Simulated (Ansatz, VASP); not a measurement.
**Si3O2: VASP beside Ansatz**

```xyz
5
Lattice="4.3547 0.0000 0.0000 -2.1774 3.7713 0.0000 0.0000 0.0000 5.0966" Properties=species:S:1:pos:R:3 pbc="T T T"
Si    0.8071    1.3980    0.0000
Si    2.7404    0.0000    0.0000
Si   -1.3702    2.3733    0.0000
O     0.0000    2.5142    1.3254
O     2.1774    1.2571    3.7712
```

Change from the starting cell: species swapped into the Ce2O3 type (P321, No. 150).

Alike in both runs: functional PBE; k mesh 12 × 12 × 8; occupations gaussian, width 0.1 eV; no spin polarisation.

Ansatz relaxed the structure, and its values are those at the end. VASP's run is a single point on that final structure, the one shown.

```csv
,VASP,Ansatz
version,VASP 6.6.1,Ansatz 0.2.0
potentials or method,"VASP PAW PBE potentials, release 64 (Si, O)","scalar-relativistic, plane waves, PAW"
plane-wave cutoff (eV),520,420
valence electrons in the cell,24,24
```

Ansatz gave:

- gap on the k mesh at the Fermi level (eV): none
- pressure (GPa): 0.0
- rms of the force components (eV/Å): 0.001

Problem. Estimate VASP's values.

Solution. gap on the k mesh at the Fermi level (eV): none; pressure (GPa): 0.1; rms of the force components (eV/Å): 0.028.

A gap of «none» marks a metal or a gap that the smearing closes.
